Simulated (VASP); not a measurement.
# Si (Fd-3m) in VASP: notebook

The runs below take Si through single point, with RPBE.

All numbers are computed with VASP 6.6.1; they aren't measurements. Logs are shortened: lines on timing, memory, paths and dates and some standing lists are left out, and cuts for length are marked.

**1. The structure**

It takes space group Fd-3m (No. 227, cubic). The conventional cell has a = 5.444 Å, b = 5.444 Å, c = 5.444 Å, α = 90.00°, β = 90.00°, γ = 90.00°. Around Si (site symmetry -43m) lie 4 Si at 2.36 Å.

**2. Single point, RPBE**

The input, INCAR:

```
SYSTEM = Si
PREC = Accurate ; ENCUT = 520
EDIFF = 1E-7 ; ISMEAR = 0
SIGMA = 0.05 ; LREAL = .False.
LASPH = .True. ; NELM = 80
ALGO = Normal ; ISIF = 2
LWAVE = .False. ; LCHARG = .False.
GGA = RP ; NBANDS = 11
```

The input, KPOINTS:

```
regular mesh
0
Gamma
  8 8 8
  0 0 0
```

The input, POSCAR:

```
Si
1.0
    0.0000000000      2.7218511865      2.7218511865
    2.7218511865      0.0000000000      2.7218511865
    2.7218511865      2.7218511865      0.0000000000
Si
2
Cartesian
    2.7218511865      2.7218511865      2.7218511865
    4.0827767798      4.0827767798      4.0827767798
```

Potentials or basis: VASP PAW PBE potentials, release 64 (Si).

The run is started by

```sh
$ cat potpaw_PBE.64/Si/POTCAR > POTCAR
$ mpirun -np 1 vasp_std > vasp.out
```

OUTCAR:

```text
SYSTEM = Si
   PREC = Accurate
   ENCUT = 520
   EDIFF = 1E-7
   ISMEAR = 0
   LREAL = .False.
   LASPH = .True.
   NELM = 80
   ISIF = 2
   GGA = RP

 ion  position               nearest neighbor table
   1  0.500  0.500  0.500-   2 2.36   2 2.36   2 2.36   2 2.36
   2  0.750  0.750  0.750-   1 2.36   1 2.36   1 2.36   1 2.36

  LATTYP: Found a face centered cubic cell.
 ALAT       =     5.4437023730

  Lattice vectors:

 A1 = (   0.0000000000,   2.7218511865,   2.7218511865)
 A2 = (   2.7218511865,   0.0000000000,   2.7218511865)
 A3 = (   2.7218511865,   2.7218511865,   0.0000000000)

Analysis of symmetry for initial positions (statically):
=====================================================================
 Subroutine PRICEL returns:
 Original cell was already a primitive cell.

 Routine SETGRP: Setting up the symmetry group for a
 face centered cubic supercell.

 Subroutine GETGRP returns: Found 48 space group operations
 (whereof 24 operations were pure point group operations)
 out of a pool of 48 trial point group operations.

The static configuration has the point symmetry T_d .
 The point group associated with its full space group is O_h .

Analysis of symmetry for dynamics (positions and initial velocities):
=====================================================================
 Subroutine PRICEL returns:
 Original cell was already a primitive cell.

 Routine SETGRP: Setting up the symmetry group for a
 face centered cubic supercell.

 Subroutine GETGRP returns: Found 48 space group operations
 (whereof 24 operations were pure point group operations)
 out of a pool of 48 trial point group operations.

The dynamic configuration has the point symmetry T_d .
 The point group associated with its full space group is O_h .

 Subroutine INISYM returns: Found 48 space group operations
 (whereof 24 operations are pure point group operations),
 and found     1 'primitive' translations

----------------------------------------------------------------------------------------

                                     Primitive cell

  volume of cell :      40.3295

  direct lattice vectors                    reciprocal lattice vectors
     0.000000000  2.721851186  2.721851186    -0.183698507  0.183698507  0.183698507
     2.721851186  0.000000000  2.721851186     0.183698507 -0.183698507  0.183698507
     2.721851186  2.721851186  0.000000000     0.183698507  0.183698507 -0.183698507

  length of vectors
     3.849278863  3.849278863  3.849278863     0.318175148  0.318175148  0.318175148

  position of ions in fractional coordinates (direct lattice)
     0.500000000  0.500000000  0.500000000
     0.750000000  0.750000000  0.750000000
[... 93 lines left out ...]
   NUPDOWN=      -1.0000    fix difference up-down
   EMIN   =  10.00;   EMAX   =-10.00  energy-range for DOS
   EFERMI =   0.00;   METHOD = LEGACY
   ISMEAR =     0;   SIGMA  =   0.05  broadening in eV -4-tet -1-fermi 0-gaus
   EFERMI_NEDOS =   21; number of points for ismear=-14 and -15
   IALGO  =     38    algorithm
   IMIX   =      4    mixing-type and parameters
     AMIX     =   0.40;   BMIX     =  1.00
     AMIX_MAG =   1.60;   BMIX_MAG =  1.00
  volume/ion in A,a.u.               =      20.16       136.08
  Fermi-wavevector in a.u.,A,eV,Ry     =   0.954766  1.804247 12.402783  0.911579
  Thomas-Fermi vector in A             =   2.083543
   LORBIT       =      0    0 simple, 1 ext, 2 COOP (PROOUT), +10 PAW based schemes
   GGA     = RP    functional components
   LHFCALC =     F    Hartree Fock is set to
   AEXX    =    0.0000 exact exchange contribution
   IVDW    =     0    specifies the selected vdW correction
   LEPSILON=     F    determine dielectric tensor
   LRPA    =     F    only Hartree local field effects (RPA)
 non-spin polarized calculation
 Gauss-broadening in eV      SIGMA  =   0.05
  energy-cutoff  :      520.00
  volume of cell :       40.33
 maximum number of plane-waves:      1106
 NGX is ok and might be reduce to    30
   NGX = 15   NGY = 15   NGZ = 15

 number of electron       8.0000001 magnetization

 Free energy of the ion-electron system (eV)
  ---------------------------------------------------
  ext. energy  EPLUGINS =         0.00000000
  ---------------------------------------------------
  free energy    TOTEN  =       -10.31214210 eV

  energy without entropy =      -10.31214210  energy(sigma->0) =      -10.31214210

 E-fermi :   6.1126     XC(G=0):  -9.2884

 val. band max:        5.8256673318   @ k =   0.0000   0.0000   0.0000
 cond. band min:       6.5085245127   @ k =   0.3750   0.3750   0.0000
 fundamental gap:      0.6828571809
 Fermi energy:         6.1126082140

 k-point     1 :       0.0000    0.0000    0.0000
  band No.  band energies     occupation
      1      -6.0598      2.00000
      2       5.8257      2.00000
      3       5.8257      2.00000
      4       5.8257      2.00000
      5       8.3925      0.00000
      6       8.3925      0.00000
      7       8.3925      0.00000
      8       9.2381      0.00000
      9      13.4868      0.00000
     10      13.4868      0.00000
     11      13.9651      0.00000
[... 379 lines left out ...]
 k-point    29 :      -0.2500    0.5000    0.2500
  band No.  band energies     occupation
      1      -1.7845      2.00000
      2      -1.7845      2.00000
      3       2.0266      2.00000
      4       2.0266      2.00000
      5      10.1327      0.00000
      6      10.1327      0.00000
      7      10.8368      0.00000
      8      10.8368      0.00000
      9      16.3739      0.00000
     10      16.3739      0.00000
     11      18.8320      0.00000

------------------------ aborting loop because EDIFF is reached ----------------------------------------

  FORCE on cell =-STRESS in cart. coord.  units (eV):
  Direction    XX          YY          ZZ          XY          YZ          ZX
  --------------------------------------------------------------------------------------
  -------------------------------------------------------------------------------------
  Total        0.6763991      0.6763991      0.6763991      0.0000000      0.0000000     -0.0000000
  in kB       26.8714113     26.8714113     26.8714113      0.0000000      0.0000000     -0.0000000
  external PRESSURE =      26.8714113 kB  Pullay stress =       0.0000000 kB

 VOLUME and BASIS-vectors are now :
 -----------------------------------------------------------------------------
  energy-cutoff  :      520.00
  volume of cell :       40.33
      direct lattice vectors                 reciprocal lattice vectors
     0.000000000  2.721851186  2.721851186    -0.183698507  0.183698507  0.183698507
     2.721851186  0.000000000  2.721851186     0.183698507 -0.183698507  0.183698507
     2.721851186  2.721851186  0.000000000     0.183698507  0.183698507 -0.183698507

 POSITION                                       TOTAL-FORCE (eV/Angst)
 -----------------------------------------------------------------------------------
      2.72185      2.72185      2.72185         0.000000     -0.000000     -0.000000
      4.08278      4.08278      4.08278        -0.000000      0.000000      0.000000
 -----------------------------------------------------------------------------------
    total drift:                                0.000000      0.000000      0.000000

  FREE ENERGIE OF THE ION-ELECTRON SYSTEM (eV)
  ---------------------------------------------------
  free  energy   TOTEN  =       -10.3121420957 eV

  energy  without entropy=      -10.3121420957  energy(sigma->0) =      -10.31214210
```

stdout:

```text
POSCAR found type information on POSCAR Si
 POSCAR found :  1 types and       2 ions
 scaLAPACK will be used
 -----------------------------------------------------------------------------
|                                                                             |
|                                                                             |
|     You enforced a specific xc type in the INCAR file but a different       |
|     I HOPE YOU KNOW WHAT YOU ARE DOING!                                     |
|                                                                             |
 -----------------------------------------------------------------------------

 LDA part: xc-table for (Slater+PW92), standard interpolation
 POSCAR, INCAR and KPOINTS ok, starting setup
 FFT: planning ... GRIDC
 FFT: planning ... GRID_SOFT
 FFT: planning ... GRID
 WAVECAR not read
 entering main loop
```

It took 7.1 s on 1 thread of AMD EPYC 9R45 (Zen 5), shared host; peak memory 0.12 GiB.

Results:

```yaml
Free_energy: -10.3121 eV
Pressure: 2.7 GPa
Band_gap_on_the_k_mesh: 0.68 eV, indirect (least direct gap 2.57 eV)
```

Levels at points of the mesh, in eV from the valence-band top:
```csv
k point,band 1,band 2,band 3,band 4,band 5,band 6,band 7,band 8
"(0.00, 0.00, 0.00)",-11.89,0.00,0.00,0.00,2.57,2.57,2.57,3.41
"(0.50, 0.00, 0.00)",-9.58,-6.90,-1.19,-1.19,1.59,3.35,3.35,7.85
"(0.50, 0.50, 0.00)",-7.77,-7.77,-2.83,-2.83,0.78,0.78,10.10,10.10
```

Caveat: the PAW data sets were made with another functional, which shifts forces and pressure a little. A hybrid or GW would open this gap; RPBE tends to underestimate it.

**3. Single point, RPBE**

The input, run.py:

```python
from ase.calculators.vasp import Vasp
from ase.dft.bandgap import bandgap
from ase.io import read

atoms = read('Si.cif')
calc = Vasp(
    directory='calc',
    xc='rpbe',
    pp='PBE',
    setups='materialsproject',
    prec='Accurate',
    encut=520,
    ediff=1e-07,
    ismear=0,
    sigma=0.05,
    lreal=False,
    lasph=True,
    nelm=100,
    algo='Normal',
    isif=2,
    lwave=False,
    lcharg=True,
    lelf=True,
    lvhar=True,
    kpts=[8, 8, 8],
    gamma=True,
)
atoms.calc = calc

print('energy (eV):', atoms.get_potential_energy())
print('free energy (eV):', atoms.get_potential_energy(force_consistent=True))
print('forces (eV/A):')
print(atoms.get_forces())
print('stress (eV/A^3, Voigt):', atoms.get_stress())
print('Fermi level (eV):', calc.get_fermi_level())
gap, top, bottom = bandgap(calc)
print('band gap (eV):', gap, 'from (spin, k, band)', top, 'to', bottom)
```

The input, Si.cif:

```cif
data_Si
_cell_length_a 3.84927886
_cell_length_b 3.84927886
_cell_length_c 3.84927886
_cell_angle_alpha 60.00000000
_cell_angle_beta 60.00000000
_cell_angle_gamma 60.00000000
_space_group_name_H-M_alt 'P1'
_space_group_name_Hall 'P 1'
_space_group_IT_number 1
loop_
_space_group_symop_operation_xyz
'x,y,z'
loop_
_atom_site_label
_atom_site_type_symbol
_atom_site_symmetry_multiplicity
_atom_site_Wyckoff_symbol
_atom_site_fract_x
_atom_site_fract_y
_atom_site_fract_z
_atom_site_occupancy
Si1 Si 1 a 0.5000000000 0.5000000000 0.5000000000 1
Si2 Si 1 a 0.7500000000 0.7500000000 0.7500000000 1
```

Potentials or basis: VASP PAW PBE potentials, release 64 (Si).

The run is started by

```sh
$ python run.py
```

Standard output:

```text
energy (eV): -10.31214211
free energy (eV): -10.31214211
forces (eV/A):
[[-0. -0.  0.]
 [ 0.  0. -0.]]
stress (eV/A^3, Voigt): [-0.01677272 -0.01677272 -0.01677272 -0.         -0.         -0.        ]
Fermi level (eV): 6.06453658
band gap (eV): 0.6827999999999994 from (spin, k, band) (0, np.int64(0), np.int64(3)) to (0, np.int64(17), np.int64(4))
```

OUTCAR:

```text
ENCUT = 520.000000
   EDIFF = 1.00e-07
   GGA = RP
   PREC = Accurate
   ISIF = 2
   ISMEAR = 0
[... 546 lines left out ...]
      3.84928      2.22238      1.57146        -0.000000     -0.000000      0.000000
      5.77392      3.33357      2.35719         0.000000      0.000000     -0.000000
 -----------------------------------------------------------------------------------
    total drift:                               -0.000000     -0.000000      0.000000

  FREE ENERGIE OF THE ION-ELECTRON SYSTEM (eV)
  ---------------------------------------------------
  free  energy   TOTEN  =       -10.3121421078 eV

  energy  without entropy=      -10.3121421078  energy(sigma->0) =      -10.31214211
```

INCAR:

```text
ENCUT = 520.000000
SIGMA = 0.050000
EDIFF = 1.00e-07
ALGO = Normal
GGA = RP
PREC = Accurate
ISIF = 2
ISMEAR = 0
NELM = 100
LASPH = .TRUE.
LCHARG = .TRUE.
LELF = .TRUE.
LVHAR = .TRUE.
LWAVE = .FALSE.
LREAL = .FALSE.
```

Run time: 9.1 s. Hardware: 1 thread of AMD EPYC 9R45 (Zen 5), shared host; peak memory 0.12 GiB.

What came out:

```yaml
Free_energy: -10.3121 eV
Pressure: 2.7 GPa
Band_gap_on_the_k_mesh: 0.68 eV, indirect (least direct gap 2.57 eV)
```

Caveat: the PAW data sets were made with another functional, which shifts forces and pressure a little. A hybrid or GW would open this gap; RPBE tends to underestimate it.

**4. The reference run**

An earlier run on the cell as given: functional PBE; potentials or basis VASP PAW PBE potentials, release 64 (Si); cutoff 520 eV; k mesh 8 × 8 × 8; occupations fermi-dirac, width 0.05 eV; no spin polarisation.

* Pressure: 1.3 GPa
* Band gap on the k mesh: 0.63 eV, indirect (least direct gap 2.56 eV)
